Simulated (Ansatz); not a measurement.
# Rh (Fm-3m) in Ansatz: further runs

Aim: see how the results for Rh move with the level of theory and the settings. Levels: PBEsol, PBE+D4. Tasks: relaxation of cell and atoms.

Everything below comes from runs of Ansatz 0.2.0. Logs are shortened: lines on timing, memory, paths and dates and some standing lists are left out, and cuts for length are marked.

## 1. The structure

It takes space group Fm-3m (No. 225, cubic). The conventional cell has a = 3.796 Å, b = 3.796 Å, c = 3.796 Å, α = 90.00°, β = 90.00°, γ = 90.00°. Around Rh (site symmetry m-3m) lie 12 Rh at 2.68 Å.

## 2. Relaxation of cell and atoms, PBEsol

Input file input.yaml:

```yaml
crystal:
  lattice:
    - [0.0, 1.89785, 1.89785]
    - [1.89785, 0.0, 1.89785]
    - [1.89785, 1.89785, 0.0]
  atoms:
    - { symbol: Rh, position: [0.0, 0.0, 0.0] }
kpoints:
  mp_grid: { grid: [12, 12, 12] }
scf:
  occupations: { method: fermi_dirac, width: 0.05 }
hamiltonian:
  xc: pbesol
  pseudopotentials: { kind: all_electron, lapw: { basis_error: 0.001 } }
output:
  forces: true
  stress: true
relax:
  f_tol: 0.01
  max_steps: 60
  cell: {}
```

Potentials or basis: all-electron LAPW, scalar-relativistic.

Launch:

```sh
$ ansatz run input.yaml --threads 1 --pin off --max-ram 3072MiB --backend cpu --events-out ev --progress --plain --runs-dir out
```

Log:

```text
Warning: RAYON_NUM_THREADS=1 ignored (pool sized by the plan → 1); use --threads N
The last accepted step is kept in <dir> (removed where the run ends without a failure and the disk answers)
LAPW: plane waves up to 8.830 Å⁻¹, error target 1.0e-3 eV per atom; small_component_spin mean_spin; Rh in spheres of 1.302 Å, 27 of its electrons in bands, Dirac shells [] (how accurate: hamiltonian.pseudopotentials.lapw.basis_error, Limitations)
Engine: ansatz 0.2.0, aarch64-unknown-linux-gnu
Pseudopotentials: kind: all_electron
Pseudopotential: Rh, LAPW, valence charge 27, lapw/all_electron/scalar/gaussian/Rh, Koelling and Harmon's equation, gaussian nucleus
Functional definition: PBEsol
  exchange = pbesol_x
  correlation = pbesol_c
Crystal: 1 atoms, lattice volume = 13.671 Å³
Basis set: ecut = 297.0443014601872 eV, 169 PW (Γ), exchange–correlation at level 2
Bands: 18, of which v1, the nominal top of the filled ones, is band 14 counted from 1 (13 counted from 0)
Symmetry: 48 space group operations
Space group: Fm-3m (ITA 225), of the structure as read, at distance tolerance 2.4e-5 Å
k-points: 72 of 1728
Non-local potential: Rh, projectors of the file, none
Initial density: superposition of atomic densities (chi_scale 0.1, normalization cell)
Initial wavefunctions: plane waves of lowest kinetic energy (no species holds an atomic orbital)
Functional: x = pbesol(κ = 0.804, μ = 0.12345679012345678), c = pbesol(β = 0.046)
iter 1 solved again at ethr=6.21e-4 eV; its pass at ethr=1.00e-1 eV (dr2=1.68e-1 eV) is discarded
SCF iter   1: F=—  HF=-130123.728288 eV  |F-HF|=—  |Δ(HF+E_count)|=         —  Δρ=4.79e-2  dr2=1.68e-1  ethr=6.21e-4  ⟨swp⟩=2.8  Hψ=8358  notcnv=0
preconditioner: auto → none  [metal: Δε(μ)=0.055 eV  Ē_g=13.784 eV  σ=0.050 eV  W_gap=0.26  n_scr=8 (ndim 8)  ℏωp=30.1 eV  f_vac=0.000  D(μ)=0.62/eV (n_scr^D=8)  sad-step TF]
iter 2 solved again at ethr=2.28e-5 eV; its pass at ethr=6.21e-4 eV (dr2=6.16e-3 eV) is discarded
SCF iter   2: F=—  HF=-130123.220741 eV  |F-HF|=—  |Δ(HF+E_count)|=   5.08e-1  Δρ=7.29e-3  dr2=6.17e-3  ethr=2.28e-5  ⟨swp⟩=2.0  Hψ=6583  notcnv=0
SCF iter   3: F=—  HF=-130123.179987 eV  |F-HF|=—  |Δ(HF+E_count)|=         —  Δρ=7.73e-3  dr2=5.52e-3  ethr=2.28e-5  ⟨swp⟩=2.0  Hψ=3722  notcnv=0
the basis was enlarged: its passes take 414.3 KiB over the memory plan, 1 of 1 planned eigensolver slots
SCF iter   4: F=—  HF=-130123.177384 eV  |F-HF|=—  |Δ(HF+E_count)|=   2.60e-3  Δρ=9.60e-4  dr2=9.19e-5  ethr=2.04e-5  ⟨swp⟩=2.0  Hψ=3553  notcnv=0
SCF iter   5: F=—  HF=-130123.177363 eV  |F-HF|=—  |Δ(HF+E_count)|=   2.05e-5  Δρ=7.25e-5  dr2=4.77e-7  ethr=3.40e-7  ⟨swp⟩=2.0  Hψ=3597  notcnv=0
SCF iter   6: F=-130123.177363 eV  HF=-130123.177363 eV  |F-HF|=8.00e-10  |Δ(HF+E_count)|=   1.76e-7  Δρ=1.76e-6  dr2=1.27e-10  ethr=1.77e-9  ⟨swp⟩=2.3  Hψ=3622  notcnv=0
SCF 1 converged in 6 iterations: F = -130123.177363 eV  dr2 = 1.27e-10
relax step   1: F+E_penalty+E_count = -130123.17736336 eV  Δ(F+E_penalty+E_count) = +0.000e0 eV  max|allowed force component| = 0.000e0 eV/Å  Δτ_max = 0.0000 Å  P = -3.738 GPa  Ω = 13.671 Å³  (6 SCF iters, accepted)
Crystal: 1 atoms, lattice volume = 13.347 Å³
Basis set: ecut = 301.8333126436474 eV, 169 PW (Γ), exchange–correlation at level 2
Initial density: handed on by an earlier stage of this run
Initial wavefunctions: those handed on with the density
iter 1 solved again at ethr=1.91e-10 eV; its pass at ethr=1.00e-1 eV (dr2=5.17e-8 eV) is discarded
SCF iter   1: F=—  HF=-130123.177988 eV  |F-HF|=—  |Δ(HF+E_count)|=         —  Δρ=4.67e-5  dr2=7.91e-8  ethr=1.91e-10  ⟨swp⟩=6.8  Hψ=9035  notcnv=0
preconditioner: auto → none  [insulator: Δε(μ)=0.129 eV  Ē_g=14.289 eV  σ=0.050 eV  W_gap=0.54  n_scr=8 (ndim 8)  ℏωp=30.5 eV  f_vac=0.000  D(μ)=0.89/eV (n_scr^D=14)  ε∞_Penn≈5.6]
SCF iter   2: F=—  HF=-130123.177943 eV  |F-HF|=—  |Δ(HF+E_count)|=   4.50e-5  Δρ=2.50e-4  dr2=4.46e-6  ethr=1.91e-10  ⟨swp⟩=3.9  Hψ=4376  notcnv=0
SCF iter   3: F=—  HF=-130123.177937 eV  |F-HF|=—  |Δ(HF+E_count)|=   5.37e-6  Δρ=9.56e-5  dr2=6.17e-7  ethr=1.91e-10  ⟨swp⟩=3.0  Hψ=4000  notcnv=0
iter 4 solved again at ethr=4.83e-12 eV; its pass at ethr=1.91e-10 eV (dr2=1.30e-9 eV) is discarded
SCF iter   4: F=-130123.177938 eV  HF=-130123.177938 eV  |F-HF|=2.33e-9  |Δ(HF+E_count)|=   2.10e-7  Δρ=4.95e-6  dr2=1.30e-9  ethr=4.83e-12  ⟨swp⟩=2.0  Hψ=6377  notcnv=0
SCF 2 converged in 4 iterations: F = -130123.177938 eV  dr2 = 1.30e-9
relax step   2: F+E_penalty+E_count = -130123.17793771 eV  Δ(F+E_penalty+E_count) = -5.743e-4 eV  max|allowed force component| = 0.000e0 eV/Å  Δτ_max = 0.0000 Å  P = +3.343 GPa  Ω = 13.347 Å³  (4 SCF iters, accepted)
Crystal: 1 atoms, lattice volume = 13.498 Å³
Basis set: ecut = 299.57700736450045 eV, 169 PW (Γ), exchange–correlation at level 2
iter 1 solved again at ethr=5.81e-9 eV; its pass at ethr=1.00e-1 eV (dr2=1.57e-6 eV) is discarded
SCF iter   1: F=—  HF=-130123.179466 eV  |F-HF|=—  |Δ(HF+E_count)|=         —  Δρ=2.74e-5  dr2=4.23e-8  ethr=5.81e-9  ⟨swp⟩=5.1  Hψ=7745  notcnv=0
preconditioner: auto → none  [insulator: Δε(μ)=0.125 eV  Ē_g=14.159 eV  σ=0.050 eV  W_gap=0.53  n_scr=8 (ndim 8)  ℏωp=30.3 eV  f_vac=0.000  D(μ)=0.91/eV (n_scr^D=14)  ε∞_Penn≈5.6]
SCF iter   2: F=—  HF=-130123.179456 eV  |F-HF|=—  |Δ(HF+E_count)|=   1.06e-5  Δρ=1.16e-4  dr2=9.90e-7  ethr=1.56e-10  ⟨swp⟩=3.0  Hψ=4240  notcnv=0
SCF iter   3: F=—  HF=-130123.179454 eV  |F-HF|=—  |Δ(HF+E_count)|=   1.38e-6  Δρ=4.31e-5  dr2=1.31e-7  ethr=1.56e-10  ⟨swp⟩=3.0  Hψ=3931  notcnv=0
iter 4 solved again at ethr=1.00e-12 eV; its pass at ethr=1.56e-10 eV (dr2=2.16e-10 eV) is discarded
SCF iter   4: F=-130123.179454 eV  HF=-130123.179454 eV  |F-HF|=2.76e-10  |Δ(HF+E_count)|=   3.21e-8  Δρ=1.99e-6  dr2=2.16e-10  ethr=2.23e-12 (applied; sched 1.00e-12)  ⟨swp⟩=2.0  Hψ=6202  notcnv=0
SCF 3 converged in 4 iterations: F = -130123.179454 eV  dr2 = 2.16e-10
relax step   3: F+E_penalty+E_count = -130123.17945422 eV  Δ(F+E_penalty+E_count) = -1.517e-3 eV  max|allowed force component| = 0.000e0 eV/Å  Δτ_max = 0.0000 Å  P = -0.088 GPa  Ω = 13.498 Å³  (4 SCF iters, accepted)
Crystal: 1 atoms, lattice volume = 13.495 Å³
Basis set: ecut = 299.634673945312 eV, 169 PW (Γ), exchange–correlation at level 2
iter 1 solved again at ethr=1.10e-11 eV; its pass at ethr=1.00e-1 eV (dr2=2.96e-9 eV) is discarded
SCF iter   1: F=—  HF=-130123.179455 eV  |F-HF|=—  |Δ(HF+E_count)|=         —  Δρ=2.12e-6  dr2=2.69e-10  ethr=1.10e-11  ⟨swp⟩=6.0  Hψ=7466  notcnv=0
preconditioner: auto → none  [insulator: Δε(μ)=0.126 eV  Ē_g=14.163 eV  σ=0.050 eV  W_gap=0.53  n_scr=8 (ndim 8)  ℏωp=30.3 eV  f_vac=0.000  D(μ)=0.91/eV (n_scr^D=14)  ε∞_Penn≈5.6]
SCF iter   2: F=-130123.179455 eV  HF=-130123.179455 eV  |F-HF|=2.62e-9  |Δ(HF+E_count)|=   2.42e-8  Δρ=2.30e-6  dr2=4.53e-10  ethr=3.32e-12 (applied; sched 1.00e-12)  ⟨swp⟩=3.0  Hψ=3763  notcnv=0
SCF 4 converged in 2 iterations: F = -130123.179455 eV  dr2 = 4.53e-10
relax step   4: F+E_penalty+E_count = -130123.17945530 eV  Δ(F+E_penalty+E_count) = -1.080e-6 eV  max|allowed force component| = 0.000e0 eV/Å  Δτ_max = 0.0000 Å  P = -0.002 GPa  Ω = 13.495 Å³  (2 SCF iters, accepted)
iter 1 solved again at ethr=8.12e-12 eV; its pass at ethr=1.00e-1 eV (dr2=2.19e-9 eV) is discarded
SCF iter   1: F=—  HF=-130123.179455 eV  |F-HF|=—  |Δ(HF+E_count)|=         —  Δρ=2.31e-6  dr2=4.54e-10  ethr=8.12e-12  ⟨swp⟩=7.4  Hψ=10594  notcnv=0  reapply=56
iter 2 solved again at ethr=1.00e-12 eV; its pass at ethr=1.68e-12 eV (dr2=2.88e-12 eV) is discarded
SCF iter   2: F=-130123.179455 eV  HF=-130123.179455 eV  |F-HF|=3.78e-10  |Δ(HF+E_count)|=   1.53e-8  Δρ=1.74e-7  dr2=2.85e-12  ethr=2.23e-12 (applied; sched 1.00e-12)  ⟨swp⟩=2.0  Hψ=6236  notcnv=0
SCF 5 converged in 2 iterations: F = -130123.179455 eV  dr2 = 2.85e-12
relax step   5: F+E_penalty+E_count = -130123.17945523 eV  Δ(F+E_penalty+E_count) = +6.334e-8 eV  max|allowed force component| = 0.000e0 eV/Å  Δτ_max = 0.0000 Å  P = -0.002 GPa  Ω = 13.495 Å³  stress off target by 1.83e-3 GPa  SCF on the basis re-selected at this cell (its energy is not comparable with the rows above)  (2 SCF iters)
basis re-selected at this cell: Δ(F+E_penalty+E_count) = +6.334e-8 eV, ΔP = -0.000 GPa vs the last step (what re-selecting the basis moved, after the strain that the cell walked since its last selection, with what the two solves' SCF thresholds leave and, on support functions, any second-order correction that the steps lacked; it is no measure of the basis error at this ecutwfc). This SCF's stress stands 1.83e-3 GPa from its target on what of the cell is left free (relax.cell.stress_tol is 5.00e-2 GPa) and its largest allowed force component is 0.00e0 eV/Å (relax.f_tol is 1.00e-2 eV/Å): within both
SCF converged after 2 iterations
Free energy (F): -130123.179455 eV
Harris-Foulkes:  -130123.179455 eV  (|F-HF|=3.78e-10)
Internal energy: -130123.171523 eV  (E = F + TS)
E sigma→0 (E₀):  -130123.175489 eV
Entropy (-TS):   -0.007933 eV (-7.933 meV/atom)
Fermi energy:    25.024471 eV
--- Per-component energies (eV) ---
  E_band       = -2761.887894
  E_kinetic    = 135542.261969
  E_xc         = -3715.597631
  E_electrostatic = -261949.835861  (all electrons and nuclei)
  E_smearing   = -0.007933  (= −TS)
  E_closure    = 0.000000  (closes the sum)
  E_atoms      = -130115.028065  (free atoms, spherical and without spin; not in F)
  Σ components = -130123.179455   (vs F -130123.179455, Δ=0.00e0)
  Basis errors (estimates in eV, not in F): energy 2.5e-4 per atom: plane waves 2.1e-4 (1.1e-4 summed), levels above the bands 1.2e-112, relativity 2.5e-8, radial functions 3.8e-5, core shells 9.3e-7; eigenvalues (radial functions only) 7.6e-6; not estimated: angular momenta, meshes, grids; target (lapw.basis_error) 1.0e-3; muffin-tin radii Rh 1.296 Å
--- Forces (eV/Å), atoms counted from 1 ---
  atom   1  Rh    -0.00000000    -0.00000000    -0.00000000
  max |Σ_I F_I| component: 2.96e-31 eV/Å
--- Stress (GPa, compression-positive) ---
       -0.001828      -0.000000      -0.000000
       -0.000000      -0.001828      -0.000000
       -0.000000      -0.000000      -0.001828
  P = ⅓ Tr σ = -0.0018 GPa (-0.018 kbar)
--- Relaxed structure (4 steps of the walk, 4 accepted, 1 SCFs on fresh bases) ---
  F+E_penalty+E_count = -130123.17945523 eV   max|allowed force component| = 0.000e0 eV/Å   (the final SCF, on the basis selected at the relaxed cell)
  cell:  # Å, volume = 13.4946 Å³
    - [2.3088404524058133e-35, 1.8896286388611758, 1.8896286388611758]
    - [1.8896286388611758, 6.130369477077504e-35, 1.8896286388611758]
    - [1.8896286388611758, 1.8896286388611758, 3.948913325494082e-34]
  atoms:
    - { symbol: Rh, position: [0.0, 0.0, 0.0] }
```

Wall time 20 s (1 thread of Arm Neoverse V1, shared host); peak memory 0.28 GiB.

Results:

- Free energy: -130123.1795 eV
- Relaxed volume: 13.49 Å³/atom
- Relaxed cell: a = 2.672 Å, b = 2.672 Å, c = 2.672 Å, α = 60.00°, β = 60.00°, γ = 60.00°
- Space group after relaxing (to 0.05 Å): Fm-3m (No. 225)
- Energy gained by relaxing: 2.1 meV/atom
- Ionic steps: 5
- Pressure after relaxing: 0.0 GPa

The path:
| step | energy change (eV) | largest force (eV/Å) | volume (Å³) |
| --- | --- | --- | --- |
| 1 | 0.0000 | 0.0000 | 13.67 |
| 2 | -0.0006 | 0.0000 | 13.35 |
| 3 | -0.0021 | 0.0000 | 13.50 |
| 4 | -0.0021 | 0.0000 | 13.49 |
| 5 | -0.0021 | 0.0000 | 13.49 |

Final structure:
```xyz
1
Lattice="0.0000 1.8896 1.8896 1.8896 0.0000 1.8896 1.8896 1.8896 0.0000" Properties=species:S:1:pos:R:3 pbc="T T T"
Rh    0.0000    0.0000    0.0000
```

## 3. Relaxation of cell and atoms, PBE+D4

input.yaml, as its differences from that of step 2:

```diff
@@ -12,3 +12,4 @@
 hamiltonian:
-  xc: pbesol
+  xc: pbe
+  dispersion: d4
   pseudopotentials: { kind: all_electron, lapw: { basis_error: 0.001 } }
@@ -18,3 +19,3 @@
 relax:
-  f_tol: 0.01
+  f_tol: 0.02
   max_steps: 60
```

Potentials or basis: all-electron LAPW, scalar-relativistic.

Launch:

```sh
$ ansatz run input.yaml --threads 1 --pin off --max-ram 3072MiB --backend cpu --events-out ev --progress --plain --runs-dir out
```

Run time: 18 s. Hardware: 1 thread of Arm Neoverse V1, shared host; peak memory 0.28 GiB.

The run converged. Its results:

* Free energy: -130188.1466 eV
* Relaxed volume: 13.59 Å³/atom
* Relaxed cell: a = 2.678 Å, b = 2.678 Å, c = 2.678 Å, α = 60.00°, β = 60.00°, γ = 60.00°
* Space group after relaxing (to 0.05 Å): Fm-3m (No. 225)
* Energy gained by relaxing: 0.5 meV/atom
* Ionic steps: 4
* Pressure after relaxing: 0.0 GPa

Step by step:
```csv
step,energy change (eV),largest force (eV/Å),volume (Å³)
1,0.0000,0.0000,13.67
2,-0.0002,0.0000,13.52
3,-0.0005,0.0000,13.59
4,-0.0005,0.0000,13.59
```

Final structure:
```
CELL_PARAMETERS angstrom
0.00000 1.89396 1.89396
1.89396 0.00000 1.89396
1.89396 1.89396 0.00000
ATOMIC_POSITIONS crystal
Rh 0.00000 0.00000 0.00000
```
